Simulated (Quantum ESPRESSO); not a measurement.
## Zr under changes of volume

One of the cells (23.281 Å³/atom); the others are scaled copies at fixed shape and fractional positions:

```xyz
2
Lattice="3.2320 0.0000 0.0000 -1.6160 2.7990 0.0000 0.0000 0.0000 5.1470" Properties=species:S:1:pos:R:3 pbc="T T T"
Zr    1.6160    0.9330    3.8603
Zr    0.0000    1.8660    1.2868
```

* Program: Quantum ESPRESSO 7.5
* Functional: PBE
* Potentials or basis: SSSP 1.3 efficiency PBE
* Cutoff: 748 eV
* Density cutoff: 5987 eV
* k mesh: 9 × 9 × 5
* Occupations: fermi-dirac, width 0.05 eV
* Spin: no spin polarisation

```tsv
volume (Å³/atom)	energy over the lowest point (meV/atom)	pressure (GPa)
21.884	31.56	7.0
22.350	14.67	4.6
22.815	4.32	2.4
23.281	0.00	0.4
23.746	1.25	-1.4
24.212	7.63	-3.1
24.678	?	?
```

**Question.** What does the run at 24.678 Å³/atom give?

**Answer.** Energy over the lowest point 18.76 meV/atom; pressure -4.6 GPa.

Worked out: A Birch-Murnaghan fit of order 3 (a polynomial in V^(-2/3)) to the other rows has its minimum at 23.40 Å³/atom with B0 = V·E''(V) = 94 GPa and B' = 3.0 at fixed shape and positions, which overstates the stiffness. It gives 18.77 meV/atom at 24.678 Å³/atom, against the run's 18.76, and -dE/dV = -4.6 GPa, against -4.6.

Energies are extrapolated to zero smearing.
